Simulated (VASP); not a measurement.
# CoSi2 (Fm-3m) in VASP: further runs

One crystal, CoSi2, is run at these levels: PBE+D3(BJ); tasks: single point, relaxation of cell and atoms.

Program: VASP 6.6.1. These are calculated values, not measurements. Logs are shortened: lines on timing, memory, paths and dates and some standing lists are left out, and cuts for length are marked.

## (1) The structure

It takes space group Fm-3m (No. 225, cubic). The conventional cell has a = 5.360 Å, b = 5.360 Å, c = 5.360 Å, α = 90.00°, β = 90.00°, γ = 90.00°. Co (site symmetry m-3m) has 8 Si at 2.32 Å as nearest neighbours. Si (site symmetry -43m) is surrounded by 4 Co at 2.32 Å.

## (2) Single point, PBE+D3(BJ) (relaxed again under DFT PBE+D3(BJ), scalar-relativistic, plane waves, PAW)

INCAR reads:

```
PREC = Accurate
ENCUT = 520
EDIFF = 1E-6
ISMEAR = 0
SIGMA = 0.1
LREAL = F
LASPH = T
NELM = 100
ALGO = Normal
ISIF = 2
LWAVE = F
LCHARG = F
GGA = PE
IVDW = 12
NBANDS = 16
```

KPOINTS reads:

```
regular mesh
0
Gamma
  14 14 14
```

POSCAR reads:

```
CoSi2
1.0
    0.0000000000      2.6520893787      2.6520893787
    2.6520893787      0.0000000000      2.6520893787
    2.6520893787      2.6520893787      0.0000000000
Co Si
1 2
Direct
    0.0000000000      0.0000000000      0.0000000000
    0.2500000000      0.2500000000      0.2500000000
    0.7500000000      0.7500000000      0.7500000000
```

Potentials or basis: VASP PAW PBE potentials, release 64 (Co, Si).

Launch:

```console
$ cat potpaw_PBE.64/Co/POTCAR potpaw_PBE.64/Si/POTCAR > POTCAR
$ mpirun -np 1 vasp_std > vasp.out
```

OUTCAR:

```text
PREC = Accurate
   ENCUT = 520
   EDIFF = 1E-6
   ISMEAR = 0
   LREAL = F
   LASPH = T
   NELM = 100
   ISIF = 2
   GGA = PE
   IVDW = 12
 IVDW          = 12

 ion  position               nearest neighbor table
   1  0.000  0.000  0.000-   3 2.30   3 2.30   3 2.30   2 2.30   3 2.30   2 2.30   2 2.30   2 2.30

   2  0.250  0.250  0.250-   1 2.30   1 2.30   1 2.30   1 2.30   3 2.65   3 2.65   3 2.65   3 2.65
                             3 2.65   3 2.65
   3  0.750  0.750  0.750-   1 2.30   1 2.30   1 2.30   1 2.30   2 2.65   2 2.65   2 2.65   2 2.65
                             2 2.65   2 2.65

  LATTYP: Found a face centered cubic cell.
 ALAT       =     5.3041787574

  Lattice vectors:

 A1 = (   0.0000000000,   2.6520893787,   2.6520893787)
 A2 = (   2.6520893787,   0.0000000000,   2.6520893787)
 A3 = (   2.6520893787,   2.6520893787,   0.0000000000)

Analysis of symmetry for initial positions (statically):
=====================================================================
 Subroutine PRICEL returns:
 Original cell was already a primitive cell.

 Routine SETGRP: Setting up the symmetry group for a
 face centered cubic supercell.

 Subroutine GETGRP returns: Found 48 space group operations
 (whereof 48 operations were pure point group operations)
 out of a pool of 48 trial point group operations.

The static configuration has the point symmetry O_h .

Analysis of symmetry for dynamics (positions and initial velocities):
=====================================================================
 Subroutine PRICEL returns:
 Original cell was already a primitive cell.

 Routine SETGRP: Setting up the symmetry group for a
 face centered cubic supercell.

 Subroutine GETGRP returns: Found 48 space group operations
 (whereof 48 operations were pure point group operations)
 out of a pool of 48 trial point group operations.

The dynamic configuration has the point symmetry O_h .

 Subroutine INISYM returns: Found 48 space group operations
 (whereof 48 operations are pure point group operations),
 and found     1 'primitive' translations

----------------------------------------------------------------------------------------

                                     Primitive cell

  volume of cell :      37.3074

  direct lattice vectors                    reciprocal lattice vectors
     0.000000000  2.652089379  2.652089379    -0.188530599  0.188530599  0.188530599
     2.652089379  0.000000000  2.652089379     0.188530599 -0.188530599  0.188530599
     2.652089379  2.652089379  0.000000000     0.188530599  0.188530599 -0.188530599

  length of vectors
     3.750620768  3.750620768  3.750620768     0.326544577  0.326544577  0.326544577

  position of ions in fractional coordinates (direct lattice)
     0.000000000  0.000000000  0.000000000
     0.250000000  0.250000000  0.250000000
     0.750000000  0.750000000  0.750000000

  ion indices of the primitive-cell ions
   primitive index   ion index
                 1           1
                 2           2
                 3           3

----------------------------------------------------------------------------------------

 KPOINTS: regular mesh

Automatic generation of k-mesh.
 Grid dimensions read from file:
 generate k-points for:   14   14   14

 Generating k-lattice:

  Cartesian coordinates                     Fractional coordinates (reciprocal lattice)
    -0.013466471  0.013466471  0.013466471     0.071428571  0.000000000  0.000000000
     0.013466471 -0.013466471  0.013466471     0.000000000  0.071428571  0.000000000
     0.013466471  0.013466471 -0.013466471     0.000000000  0.000000000  0.071428571

  Length of vectors
     0.023324613  0.023324613  0.023324613

  Shift w.r.t. Gamma in fractional coordinates (k-lattice)
     0.000000000  0.000000000  0.000000000

 Subroutine IBZKPT returns following result:
 ===========================================

 Found    104 irreducible k-points:

 Following reciprocal coordinates:
            Coordinates               Weight
  0.000000  0.000000  0.000000      1.000000
  0.071429  0.000000  0.000000      8.000000
  0.142857  0.000000  0.000000      8.000000
  0.214286  0.000000  0.000000      8.000000
  0.285714  0.000000  0.000000      8.000000
  0.357143  0.000000  0.000000      8.000000
[... 16 lines left out ...]
  0.214286  0.142857  0.000000     24.000000
  0.285714  0.142857  0.000000     24.000000
 [... further k-points ...]
   k-points           NKPTS =    104   k-points in BZ     NKDIM =    104   number of bands    NBANDS=     16
   number of dos      NEDOS =    301   number of ions     NIONS =      3
   total plane-waves  NPLWV =  21952
   dimension x,y,z NGX =    28 NGY =   28 NGZ =   28
   dimension x,y,z NGXF=    56 NGYF=   56 NGZF=   56
   ions per type =               1   2
   NGX,Y,Z   is equivalent  to a cutoff of  12.41, 12.41, 12.41 a.u.
   NGXF,Y,Z  is equivalent  to a cutoff of  24.82, 24.82, 24.82 a.u.
 SYSTEM =  unknown system
   PREC   = accura    normal or accurate (medium, high low for compatibility)
   ISTART =      0    job   : 0-new  1-cont  2-samecut
   ICHARG =      2    charge: 1-file 2-atom 10-const
   ISPIN  =      1    spin polarized calculation?
   LNONCOLLINEAR =      F non collinear calculations
   LSORBIT =      F    spin-orbit coupling
   LASPH  =      T    aspherical Exc in radial PAW
   ENCUT  =  520.0 eV  38.22 Ry    6.18 a.u.   6.97  6.97  6.97*2*pi/ulx,y,z
   NELM   =    100;   NELMIN=  2; NELMDL= -5     # of ELM steps
   EDIFF  = 0.1E-05   stopping-criterion for ELM
   LREAL  =      F    real-space projection
   EDIFFG = 0.1E-04   stopping-criterion for IOM
   NSW    =      0    number of steps for IOM
   IBRION =     -1    ionic relax: 0-MD 1-quasi-New 2-CG
   NFREE  =      0    steps in history (QN), initial steepest desc. (CG)
   ISIF   =      2    stress and relaxation
   ISYM   =      2    0-nonsym 1-usesym 2-fastsym
   POTIM  = 0.5000    time-step for ionic-motion
   TEBEG  =    0.0;   TEEND  =   0.0 temperature during run
   PSTRESS=    0.0 pullay stress
   NELECT =      17.0000    total number of electrons
   NUPDOWN=      -1.0000    fix difference up-down
   EMIN   =  10.00;   EMAX   =-10.00  energy-range for DOS
   EFERMI =   0.00;   METHOD = LEGACY
   ISMEAR =     0;   SIGMA  =   0.10  broadening in eV -4-tet -1-fermi 0-gaus
   EFERMI_NEDOS =   21; number of points for ismear=-14 and -15
   IALGO  =     38    algorithm
   IMIX   =      4    mixing-type and parameters
     AMIX     =   0.40;   BMIX     =  1.00
     AMIX_MAG =   1.60;   BMIX_MAG =  1.00
  volume/ion in A,a.u.               =      12.44        83.92
  Fermi-wavevector in a.u.,A,eV,Ry     =   1.259775  2.380630 21.592895  1.587033
  Thomas-Fermi vector in A             =   2.393318
   LORBIT       =      0    0 simple, 1 ext, 2 COOP (PROOUT), +10 PAW based schemes
   GGA     = PE    functional components
   LHFCALC =     F    Hartree Fock is set to
   AEXX    =    0.0000 exact exchange contribution
   IVDW    =    12    specifies the selected vdW correction
   LEPSILON=     F    determine dielectric tensor
   LRPA    =     F    only Hartree local field effects (RPA)
 non-spin polarized calculation
 Gauss-broadening in eV      SIGMA  =   0.10
  energy-cutoff  :      520.00
  volume of cell :       37.31
 maximum number of plane-waves:      1020
   NGX = 13   NGY = 13   NGZ = 13

 number of electron      17.0000006 magnetization

 Free energy of the ion-electron system (eV)
  ---------------------------------------------------
  ext. energy  EPLUGINS =         0.00000000
  ---------------------------------------------------
  free energy    TOTEN  =       -19.27681976 eV

  energy without entropy =      -19.27176485  energy(sigma->0) =      -19.27429231

 E-fermi :  10.5041     XC(G=0): -11.8811

 val. band max:       10.5040511658   @ k =   0.4286   0.2143   0.0714
 cond. band min:      10.5141855735   @ k =   0.3571   0.0714   0.0000
 fundamental gap:      0.0101344077
 Fermi energy:        10.5040820984

 k-point     1 :       0.0000    0.0000    0.0000
  band No.  band energies     occupation
      1      -2.8614      2.00000
      2       6.2812      2.00000
      3       6.2812      2.00000
      4       6.2812      2.00000
      5       8.4859      2.00000
      6       8.4859      2.00000
[... 8 lines left out ...]
     15      16.2865      0.00000
     16      16.2865      0.00000

 k-point     2 :       0.0714    0.0000    0.0000
  band No.  band energies     occupation
      1      -2.7822      2.00000
      2       6.0938      2.00000
      3       6.3097      2.00000
      4       6.3097      2.00000
      5       8.4614      2.00000
      6       8.4614      2.00000
[... 8 lines left out ...]
     15      15.9916      0.00000
     16      16.1398      0.00000

 k-point     3 :       0.1429    0.0000    0.0000
  band No.  band energies     occupation
      1      -2.5454      2.00000
      2       5.5763      2.00000
      3       6.3899      2.00000
      4       6.3899      2.00000
      5       8.4025      2.00000
      6       8.4025      2.00000
[... 8 lines left out ...]
     15      15.8891      0.00000
     16      16.5670      0.00000

 k-point     4 :       0.2143    0.0000    0.0000
  band No.  band energies     occupation
      1      -2.1547      2.00000
      2       4.8139      2.00000
      3       6.5047      2.00000
      4       6.5047      2.00000
      5       8.3494      2.00000
      6       8.3494      2.00000
[... 8 lines left out ...]
     15      16.7165      0.00000
     16      17.6565      0.00000
[... 324 lines left out ...]
 k-point    22 :       0.1429    0.1429    0.0000
  band No.  band energies     occupation
      1      -2.4402      2.00000
      2       5.6681      2.00000
      3       6.3063      2.00000
      4       6.3063      2.00000
      5       8.0712      2.00000
      6       8.5938      2.00000
[... 8 lines left out ...]
     15      17.0358      0.00000
     16      17.0358      0.00000

 k-point    23 :       0.2143    0.1429    0.0000
  band No.  band energies     occupation
      1      -2.1533      2.00000
      2       5.2382      2.00000
      3       6.3463      2.00000
      4       6.3865      2.00000
      5       7.8432      2.00000
      6       8.6333      2.00000
[... 8 lines left out ...]
     15      17.9234      0.00000
     16      18.0567      0.00000

 k-point    24 :       0.2857    0.1429    0.0000
  band No.  band energies     occupation
      1      -1.7154      2.00000
      2       4.5435      2.00000
      3       6.4263      2.00000
      4       6.4998      2.00000
      5       7.6461      2.00000
      6       8.6733      2.00000
[... 8 lines left out ...]
     15      18.9409      0.00000
     16      19.2375      0.00000

 [... further k-points ...]

------------------------ aborting loop because EDIFF is reached ----------------------------------------

 Edisp (eV)   -1.36690

 E8    (eV) :    -0.5755

  FORCE on cell =-STRESS in cart. coord.  units (eV):
  Direction    XX          YY          ZZ          XY          YZ          ZX
  --------------------------------------------------------------------------------------
  -------------------------------------------------------------------------------------
  Total      -0.03791    -0.03791    -0.03791     0.00000    -0.00000     0.00000
  in kB      -1.62788    -1.62788    -1.62788     0.00000    -0.00000     0.00000
  external pressure =       -1.63 kB  Pullay stress =        0.00 kB

 VOLUME and BASIS-vectors are now :
 -----------------------------------------------------------------------------
  energy-cutoff  :      520.00
  volume of cell :       37.31
      direct lattice vectors                 reciprocal lattice vectors
     0.000000000  2.652089379  2.652089379    -0.188530599  0.188530599  0.188530599
     2.652089379  0.000000000  2.652089379     0.188530599 -0.188530599  0.188530599
     2.652089379  2.652089379  0.000000000     0.188530599  0.188530599 -0.188530599

 POSITION                                       TOTAL-FORCE (eV/Angst)
 -----------------------------------------------------------------------------------
      0.00000      0.00000      0.00000        -0.000000     -0.000000     -0.000000
      1.32604      1.32604      1.32604        -0.000000     -0.000000      0.000000
      3.97813      3.97813      3.97813         0.000000      0.000000     -0.000000
 -----------------------------------------------------------------------------------
    total drift:                               -0.000000     -0.000000      0.000000

  FREE ENERGIE OF THE ION-ELECTRON SYSTEM (eV)
  ---------------------------------------------------
  free  energy   TOTEN  =       -20.6437185089 eV

  energy  without entropy=      -20.6386636064  energy(sigma->0) =      -20.64119106
```

It took 35 s on 1 thread of Intel Xeon Platinum 8488C (Sapphire Rapids), shared host; peak memory 0.21 GiB.

Results:

* Free energy: -20.6437 eV
* Pressure: -0.2 GPa
* Band gap on the k mesh: none (metal or under the smearing width)
* Dispersion energy per atom: -0.456 eV

Levels at points of the mesh, in eV from the Fermi level:
```tsv
k point	band 5	band 6	band 7	band 8	band 9	band 10	band 11	band 12	band 13	band 14
(0.00, 0.00, 0.00)	-2.02	-2.02	1.04	3.44	3.44	3.44	3.51	3.51	3.51	5.78
(0.50, 0.00, 0.00)	-2.25	-1.72	-1.72	-0.50	-0.50	2.78	3.48	3.48	4.59	10.49
(0.50, 0.50, 0.00)	-3.76	-2.05	-2.05	-2.01	-1.41	1.68	2.93	8.57	9.87	9.87
```

Caveat: pairwise dispersion overbinds metals, which lowers pressure and volume. Spin polarisation is off, so any magnetic state and its effect on volume and gap are missing.

## (3) Relaxation of cell and atoms, PBE+D3(BJ)

INCAR reads:

```
SYSTEM = CoSi2
PREC = Accurate ; ENCUT = 600
EDIFF = 1E-7 ; ISMEAR = 0
SIGMA = 0.1 ; LREAL = .FALSE.
LASPH = .TRUE. ; NELM = 100
ALGO = Fast ; ISIF = 3
LWAVE = .FALSE. ; LCHARG = .FALSE.
GGA = PE ; IVDW = 12
IBRION = 2 ; NSW = 70
EDIFFG = -0.005
```

KPOINTS reads:

```
Automatic mesh
0
G
  14 14 14
  0 0 0
```

POSCAR reads:

```
CoSi2
1.0
    0.0000000000      2.6799218064      2.6799218064
    2.6799218064      0.0000000000      2.6799218064
    2.6799218064      2.6799218064      0.0000000000
Co Si
1 2
Direct
    0.0000000000      0.0000000000      0.0000000000
    0.2500000000      0.2500000000      0.2500000000
    0.7500000000      0.7500000000      0.7500000000
```

Potentials or basis: VASP PAW PBE potentials, release 64 (Co, Si).

Launch:

```console
$ cat potpaw_PBE.64/Co/POTCAR potpaw_PBE.64/Si/POTCAR > POTCAR
$ mpirun -np 1 vasp_std > vasp.out
```

OUTCAR:

```text
SYSTEM = CoSi2
   PREC = Accurate
   ENCUT = 600
   EDIFF = 1E-7
   ISMEAR = 0
   LREAL = .FALSE.
   LASPH = .TRUE.
   NELM = 100
   ISIF = 3
   GGA = PE
   IVDW = 12
   IBRION = 2
   NSW = 70
   EDIFFG = -0.005
 IVDW          = 12

 ion  position               nearest neighbor table
   1  0.000  0.000  0.000-   2 2.32   3 2.32   3 2.32   3 2.32   3 2.32   2 2.32   2 2.32   2 2.32

   2  0.250  0.250  0.250-   1 2.32   1 2.32   1 2.32   1 2.32   3 2.68   3 2.68   3 2.68   3 2.68
                             3 2.68   3 2.68
   3  0.750  0.750  0.750-   1 2.32   1 2.32   1 2.32   1 2.32   2 2.68   2 2.68   2 2.68   2 2.68
                             2 2.68   2 2.68

  LATTYP: Found a face centered cubic cell.
 ALAT       =     5.3598436128

  Lattice vectors:

 A1 = (   0.0000000000,   2.6799218064,   2.6799218064)
 A2 = (   2.6799218064,   0.0000000000,   2.6799218064)
 A3 = (   2.6799218064,   2.6799218064,   0.0000000000)

Analysis of symmetry for initial positions (statically):
[... 395 lines left out ...]

 E-fermi :  10.5175     XC(G=0): -11.8855

 val. band max:       10.4257870795   @ k =   0.4286   0.0714   0.0000
 cond. band min:      10.5175972068   @ k =   0.4286   0.2143   0.0714
 fundamental gap:      0.0918101273
 Fermi energy:        10.5175295494

 k-point     1 :       0.0000    0.0000    0.0000
  band No.  band energies     occupation
      1      -2.8557      2.00000
      2       6.2901      2.00000
      3       6.2901      2.00000
      4       6.2901      2.00000
      5       8.4960      2.00000
      6       8.4960      2.00000
      7      11.5641      0.00000
      8      13.9618      0.00000
      9      13.9618      0.00000
     10      13.9618      0.00000
     11      14.0341      0.00000
     12      14.0341      0.00000
[... 331 lines left out ...]
 k-point    24 :       0.2857    0.1429    0.0000
  band No.  band energies     occupation
      1      -1.7087      2.00000
      2       4.5536      2.00000
      3       6.4355      2.00000
      4       6.5089      2.00000
      5       7.6556      2.00000
      6       8.6837      2.00000
      7       9.5805      2.00000
      8      10.6094      0.19377
      9      11.2824      0.00000
     10      12.5761      0.00000
     11      14.7148      0.00000
     12      15.5370      0.00000

 [... further k-points ...]

------------------------ aborting loop because EDIFF is reached ----------------------------------------

 Edisp (eV)   -1.36828

 E8    (eV) :    -0.5761
[... 26 lines left out ...]
  FREE ENERGIE OF THE ION-ELECTRON SYSTEM (eV)
  ---------------------------------------------------
  free  energy   TOTEN  =       -20.6439406088 eV

  energy  without entropy=      -20.6388887022  energy(sigma->0) =      -20.64141466

 reached required accuracy - stopping structural energy minimisation
```

It took 5 min on 1 thread of Intel Xeon Platinum 8488C (Sapphire Rapids), shared host; peak memory 0.23 GiB.

Results:

```
Free energy                            : -20.6439 eV
Relaxed volume                         : 12.42 Å³/atom
Relaxed cell                           : a = 3.749 Å, b = 3.749 Å, c = 3.749 Å, α = 60.00°, β = 60.00°, γ = 60.00°
Space group after relaxing (to 0.05 Å) : Fm-3m (No. 225)
Energy gained by relaxing              : 7.7 meV/atom
Ionic steps                            : 15
Pressure after relaxing                : 0.0 GPa
Band gap on the k mesh                 : none (metal or under the smearing width)
Dispersion energy per atom             : -0.456 eV
```

The path:
| step | energy change (eV) | largest force (eV/Å) | pressure (GPa) | volume (Å³) |
| --- | --- | --- | --- | --- |
| 1 | 0.0000 | 0.0000 | -5.85 | 38.49 |
| 2 | 0.0075 | 0.0000 | 7.67 | 35.94 |
| 3 | -0.0232 | 0.0000 | 0.42 | 37.27 |
| 4 | -0.0230 | 0.0000 | -0.42 | 37.35 |
| 5 | -0.0231 | 0.0000 | -0.22 | 37.31 |
| 6 | -0.0231 | 0.0000 | -0.20 | 37.31 |
| 7 | -0.0231 | 0.0000 | -0.18 | 37.30 |
| 8 | -0.0231 | 0.0000 | -0.14 | 37.30 |
| 9 | -0.0231 | 0.0000 | -0.16 | 37.30 |
| 10 | -0.0231 | 0.0000 | -0.15 | 37.30 |
| 11 | -0.0232 | 0.0000 | -0.13 | 37.30 |
| 12 | -0.0232 | 0.0000 | -0.13 | 37.29 |
| 13 | -0.0232 | 0.0000 | -0.08 | 37.28 |
| 14 | -0.0232 | 0.0000 | 0.07 | 37.26 |
| 15 | -0.0232 | 0.0000 | 0.00 | 37.27 |

Final structure:
```xyz
3
Lattice="0.0000 2.6512 2.6512 2.6512 0.0000 2.6512 2.6512 2.6512 0.0000" Properties=species:S:1:pos:R:3 pbc="T T T"
Co    0.0000    0.0000    0.0000
Si    1.3256    1.3256    1.3256
Si    3.9768    3.9768    3.9768
```

Levels at points of the mesh, in eV from the Fermi level:
| k point | band 7 | band 8 | band 9 | band 10 | band 11 | band 12 |
| --- | --- | --- | --- | --- | --- | --- |
| (0.00, 0.00, 0.00) | 1.05 | 3.44 | 3.44 | 3.44 | 3.52 | 3.52 |
| (0.50, 0.00, 0.00) | -1.72 | -0.50 | -0.50 | 2.78 | 3.49 | 3.49 |
| (0.50, 0.50, 0.00) | -2.05 | -2.01 | -1.41 | 1.68 | 2.93 | 8.57 |

Caveat: pairwise dispersion overbinds metals, which lowers pressure and volume. Spin polarisation is off, so any magnetic state and its effect on volume and gap are missing.
